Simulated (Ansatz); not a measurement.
Runs of Ansatz 0.2.0 on NaCl. It takes space group Fm-3m (No. 225, cubic). The conventional cell has a = 5.588 Å, b = 5.588 Å, c = 5.588 Å, α = 90.00°, β = 90.00°, γ = 90.00°. Around Cl (site symmetry m-3m) lie 6 Na at 2.79 Å. Around Na (site symmetry m-3m) lie 6 Cl at 2.79 Å. The cell is a database's computed one.

| share of exact exchange | gap on the mesh (eV) | pressure (GPa) |
| --- | --- | --- |
| 0.1 | 5.77 | 1.3 |
| 0.3 | (b) | 0.8 |
| 0.5 | (c) | (a) |
| 0.05 | 5.49 | 1.5 |
| 0.4 | 7.48 | 0.6 |
| 0.2 | 6.34 | 1.1 |
| 0.25 | 6.62 | 1.0 |
| 0.15 | 6.05 | 1.2 |

Alike in all rows: task single point; level HSE(alpha, omega); potentials or basis all-electron PAW datasets made for the crystal; no spin polarisation; cell as given; k mesh 4 × 4 × 4; cutoff (eV) 200; smearing fermi-dirac 0.05 eV; the mesh is coarse, so values aren't converged.

Task: Estimate the missing entries.

Result: (a) 0.4; (b) 6.91; (c) 8.07.

Caveats: all runs use coarse meshes.

Runs at the PBE level aren't shown here.
